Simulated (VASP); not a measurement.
Set up this calculation in VASP 6.6.1, as the native input.

```
Task                   : relaxation of cell and atoms
Functional             : PBEsol
Potentials or basis    : VASP PAW PBE potentials, release 64 (Hf_pv)
Cutoff                 : 520 eV
k mesh                 : 3 × 3 × 4
Occupations            : gaussian, width 0.1 eV
Spin                   : no spin polarisation
Target pressure        : 30 GPa
Further INCAR settings : ALGO = Normal; EDIFF = 1e-07; IBRION = 2; EDIFFG = -0.002; NSW = 80; ISIF = 3
Target pressure        : 30 GPa
```

The structure of Hf lies in POSCAR:

```
Hf                                      
1.0
    4.4801239680      0.0000000000      0.0000000000
   -2.2400619840      3.8799011761      0.0000000000
    0.0000000000      0.0000000000      2.8140916131
  Hf            
     3
Direct
     0.6666666699999979    0.3333333300000021    0.5000000000000000
     0.3333333300000021    0.6666666699999979    0.5000000000000000
     0.0000000000000000    0.0000000000000000    0.0000000000000000
```

This isn't the form of Hf at room conditions, which is hcp.

The input as run:

INCAR

```
ALGO = Normal ; EDIFF = 1E-7
EDIFFG = -0.002 ; ENCUT = 520
GGA = PS ; IBRION = 2
ISIF = 3 ; ISMEAR = 0
KPAR = 4 ; LASPH = T
LCHARG = F ; LREAL = F
LWAVE = F ; NELM = 60
NSW = 80 ; PREC = Accurate
PSTRESS = 300.0 ; SIGMA = 0.1
```

KPOINTS

```
k-points
0
Gamma
  3 3 4
```

Potentials or basis: VASP PAW PBE potentials, release 64 (Hf_pv).

Run with:

```bash
$ cat potpaw_PBE.64/Hf_pv/POTCAR > POTCAR
$ mpirun -np 4 vasp_std > vasp.out
```

It gave:

- Relaxed volume: 17.66 Å³/atom
- Relaxed cell: a = 4.600 Å, b = 4.600 Å, c = 2.892 Å, α = 90.00°, β = 90.00°, γ = 120.00°
- Space group after relaxing (to 0.05 Å): P6/mmm (No. 191)
- Energy change on relaxing (the enthalpy is what falls): -334.4 meV/atom
- Ionic steps: 13
- Pressure after relaxing: 30.0 GPa
- Band gap on the k mesh: none (metal or under the smearing width)

Caveat: the k mesh is coarse (spacing up to 0.56 Å⁻¹), so the values aren't converged; the cell is relaxed towards a set pressure, so the enthalpy falls and the energy may rise; the PAW data sets were made with another functional, which shifts forces and pressure a little.

Run time: 40 s on 4 MPI ranks on Intel(R) Xeon(R) Platinum 8375C CPU @ 2.90GHz (Ice Lake), on a shared host, peak memory 0.18 GiB a rank.
